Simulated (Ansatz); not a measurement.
# Sr started on a Cl site and Cl started on a Sr site in fluorite SrCl2, 96 atoms, charge 0

How does the host give way around this defect, what does it cost to form, and which levels does it put into the gap? The levels of theory are PBEsol, HSE06 and r²SCAN.

Method: density functional theory in Ansatz 0.2.0, PAW datasets, plane waves.

**1. The starting cell**

96 atoms (64 Cl, 32 Sr); a = 13.816 Å, b = 13.816 Å, c = 13.816 Å, α = 90.00°, β = 90.00°, γ = 90.00°. All atoms were shaken off their sites by about 0.02 Å along each axis. Defect site 1: (0.375, 0.625, 0.625). Defect site 2: (0.000, 0.000, 0.000).

Steps to follow: (2) PBEsol relaxation at the single k point (¼, ¼, ¼), on 1 × NVIDIA GB300 Max-Q with 8 threads of Arm Neoverse-V2; (3) HSE06 single point at the single k point (¼, ¼, ¼), on 1 × NVIDIA GB300 Max-Q with 8 threads of Arm Neoverse-V2; (4) r²SCAN single point at the single k point (¼, ¼, ¼), on 1 × NVIDIA GB300 Max-Q with 8 threads of Arm Neoverse-V2.

**2. PBEsol relaxation in the fixed cell**

in.yaml

```yaml
crystal:
  lattice:
    - [13.816216, 0.000000, 0.000000]
    - [0.000000, 13.816216, 0.000000]
    - [0.000000, 0.000000, 13.816216]
  atoms:
    - { symbol: Cl, position: [0.375321, 0.124627, 0.124432] }
    - { symbol: Cl, position: [0.373993, 0.124318, 0.625844] }
    - { symbol: Cl, position: [0.373173, 0.624309, 0.125241] }
    - { symbol: Cl, position: [0.874044, 0.125753, 0.123902] }
    - { symbol: Cl, position: [0.874015, 0.124327, 0.626417] }
    - { symbol: Cl, position: [0.874333, 0.624576, 0.126590] }
    - { symbol: Cl, position: [0.876996, 0.624740, 0.624327] }
    - { symbol: Cl, position: [0.124869, 0.374342, 0.122451] }
    - { symbol: Cl, position: [0.123784, 0.375651, 0.623919] }
    - { symbol: Cl, position: [0.121900, 0.875843, 0.126335] }
    - { symbol: Cl, position: [0.124790, 0.877700, 0.625415] }
    - { symbol: Cl, position: [0.626556, 0.375910, 0.122971] }
    - { symbol: Cl, position: [0.625523, 0.374023, 0.627342] }
    - { symbol: Cl, position: [0.624560, 0.875970, 0.125934] }
    - { symbol: Cl, position: [0.625525, 0.873149, 0.625548] }
    - { symbol: Cl, position: [0.123185, 0.124734, 0.372444] }
    - { symbol: Cl, position: [0.121315, 0.123262, 0.872912] }
    - { symbol: Cl, position: [0.128526, 0.624080, 0.376763] }
    - { symbol: Cl, position: [0.124268, 0.627250, 0.875333] }
    - { symbol: Cl, position: [0.625548, 0.125617, 0.377673] }
    - { symbol: Cl, position: [0.623722, 0.123927, 0.874241] }
    - { symbol: Cl, position: [0.623293, 0.623724, 0.374312] }
    - { symbol: Cl, position: [0.626057, 0.623377, 0.875932] }
    - { symbol: Cl, position: [0.999450, 0.999453, 0.999830] }
    - { symbol: Cl, position: [0.126245, 0.124214, 0.122287] }
    - { symbol: Cl, position: [0.125764, 0.126162, 0.623513] }
    - { symbol: Cl, position: [0.125479, 0.624789, 0.125721] }
    - { symbol: Cl, position: [0.125670, 0.624682, 0.623464] }
    - { symbol: Cl, position: [0.626984, 0.123337, 0.125676] }
    - { symbol: Cl, position: [0.624363, 0.123736, 0.625645] }
    - { symbol: Cl, position: [0.624517, 0.624827, 0.124637] }
    - { symbol: Cl, position: [0.625501, 0.624843, 0.625470] }
    - { symbol: Cl, position: [0.377762, 0.376010, 0.372143] }
    - { symbol: Cl, position: [0.373704, 0.375341, 0.875067] }
    - { symbol: Cl, position: [0.376658, 0.875031, 0.374542] }
    - { symbol: Cl, position: [0.375698, 0.876897, 0.876806] }
    - { symbol: Cl, position: [0.874287, 0.375064, 0.374347] }
    - { symbol: Cl, position: [0.873346, 0.375839, 0.876196] }
    - { symbol: Cl, position: [0.874995, 0.875127, 0.373099] }
    - { symbol: Cl, position: [0.876184, 0.876200, 0.876336] }
    - { symbol: Cl, position: [0.376191, 0.376421, 0.124705] }
    - { symbol: Cl, position: [0.375438, 0.374443, 0.624938] }
    - { symbol: Cl, position: [0.375424, 0.876688, 0.124724] }
    - { symbol: Cl, position: [0.375691, 0.874776, 0.626728] }
    - { symbol: Cl, position: [0.874695, 0.376588, 0.125275] }
    - { symbol: Cl, position: [0.873664, 0.375550, 0.625498] }
    - { symbol: Cl, position: [0.873290, 0.873355, 0.122219] }
    - { symbol: Cl, position: [0.875650, 0.875325, 0.624279] }
    - { symbol: Cl, position: [0.374801, 0.125022, 0.374568] }
    - { symbol: Cl, position: [0.374186, 0.124822, 0.872092] }
    - { symbol: Cl, position: [0.373971, 0.622928, 0.375466] }
    - { symbol: Cl, position: [0.375397, 0.627060, 0.874758] }
    - { symbol: Cl, position: [0.875175, 0.125573, 0.374883] }
    - { symbol: Cl, position: [0.875091, 0.126870, 0.873275] }
    - { symbol: Cl, position: [0.875517, 0.626949, 0.375100] }
    - { symbol: Cl, position: [0.876829, 0.625419, 0.872418] }
    - { symbol: Cl, position: [0.126816, 0.374770, 0.373908] }
    - { symbol: Cl, position: [0.125151, 0.375480, 0.876614] }
    - { symbol: Cl, position: [0.123925, 0.873986, 0.376175] }
    - { symbol: Cl, position: [0.127790, 0.875082, 0.873318] }
    - { symbol: Cl, position: [0.625618, 0.376011, 0.373691] }
    - { symbol: Cl, position: [0.625200, 0.376821, 0.870209] }
    - { symbol: Cl, position: [0.623120, 0.875120, 0.375232] }
    - { symbol: Cl, position: [0.625002, 0.874268, 0.877177] }
    - { symbol: Sr, position: [0.375834, 0.623087, 0.622067] }
    - { symbol: Sr, position: [0.999468, 0.001178, 0.501648] }
    - { symbol: Sr, position: [0.001664, 0.499671, 0.001156] }
    - { symbol: Sr, position: [0.001441, 0.498300, 0.501507] }
    - { symbol: Sr, position: [0.500356, 0.998807, 0.998480] }
    - { symbol: Sr, position: [0.499689, 0.999988, 0.499222] }
    - { symbol: Sr, position: [0.497923, 0.499577, 0.999504] }
    - { symbol: Sr, position: [0.500932, 0.498453, 0.501118] }
    - { symbol: Sr, position: [0.248519, 0.250265, 0.999890] }
    - { symbol: Sr, position: [0.247723, 0.249679, 0.499694] }
    - { symbol: Sr, position: [0.249924, 0.748409, 0.001759] }
    - { symbol: Sr, position: [0.249248, 0.750918, 0.501136] }
    - { symbol: Sr, position: [0.749512, 0.251213, 0.000600] }
    - { symbol: Sr, position: [0.750199, 0.249049, 0.497839] }
    - { symbol: Sr, position: [0.749880, 0.753264, 0.997825] }
    - { symbol: Sr, position: [0.750635, 0.747701, 0.501300] }
    - { symbol: Sr, position: [0.251661, 0.000754, 0.250735] }
    - { symbol: Sr, position: [0.251339, 0.996445, 0.750140] }
    - { symbol: Sr, position: [0.249953, 0.502268, 0.247853] }
    - { symbol: Sr, position: [0.248041, 0.497965, 0.749597] }
    - { symbol: Sr, position: [0.751577, 0.000143, 0.249038] }
    - { symbol: Sr, position: [0.748353, 0.000282, 0.748479] }
    - { symbol: Sr, position: [0.747971, 0.501760, 0.249990] }
    - { symbol: Sr, position: [0.750022, 0.499512, 0.749708] }
    - { symbol: Sr, position: [0.003763, 0.247395, 0.248752] }
    - { symbol: Sr, position: [0.001008, 0.247007, 0.753268] }
    - { symbol: Sr, position: [0.002026, 0.751514, 0.250143] }
    - { symbol: Sr, position: [0.000765, 0.750034, 0.750050] }
    - { symbol: Sr, position: [0.501822, 0.252329, 0.251746] }
    - { symbol: Sr, position: [0.500944, 0.249023, 0.750378] }
    - { symbol: Sr, position: [0.499568, 0.749371, 0.248360] }
    - { symbol: Sr, position: [0.502268, 0.747916, 0.750096] }
  symmetry: { detect: false }
kpoints:
  mp_grid: { grid: [1, 1, 1], shift: [0.25, 0.25, 0.25] }
hamiltonian:
  xc: pbesol
scf:
  occupations: { method: fermi_dirac, width: 0.01 }
relax:
  f_tol: 0.03
  max_steps: 80
  escape_saddle: false
  adjacent_minimum: "off"
output:
  forces: true
  eigenvalues: true
  populations: true
```

Run with:

```sh
ansatz run in.yaml --threads 8 --pin off --max-ram 118750MiB --runs-dir r --events-out ev --progress --plain --backend cuda --devices 0,
```

The runs that follow: Single point with HSE06; Single point with r²SCAN.

What does the calculation give? Wanted: for each run, formation energy; host gap; top filled to lowest empty.

As calculated:

```
             level        time  formation energy (eV)  host gap (eV)  top filled to lowest empty (eV)
PBEsol, relaxation  62 s (GPU)                   5.60           5.25                             4.40
             HSE06  86 s (GPU)                   6.26           6.74                             5.81
            r²SCAN  14 s (GPU)                   6.40           5.97                             4.95
```

```
     quantity                               value
   relaxation  21 recorded steps, 12.09 eV gained
largest shift                       2.93 Å (Cl60)
```

**In words.** Relaxation gains 12.09 eV, with shifts up to 2.93 Å (Cl60). The formation energy goes from 5.60 eV (PBEsol) to 6.40 eV (r²SCAN). The reservoirs are the elements' reference phases; where the defect changes the composition, the value depends on that choice. r²SCAN puts 10 localised levels over 0.1 eV inside the gap, at 0.20 (filled), 0.28 (filled), 0.34 (filled), 0.34 (filled) eV (the lowest four), the tightest of them shared by about 4 atoms. The HSE06 single point took about 6.1 times as long as the r²SCAN one on the same kind of device. The host's edges were read at Γ, so band-like levels at this k point need not coincide with them. One k point and a cell of this size can leave errors of several tenths of an eV.
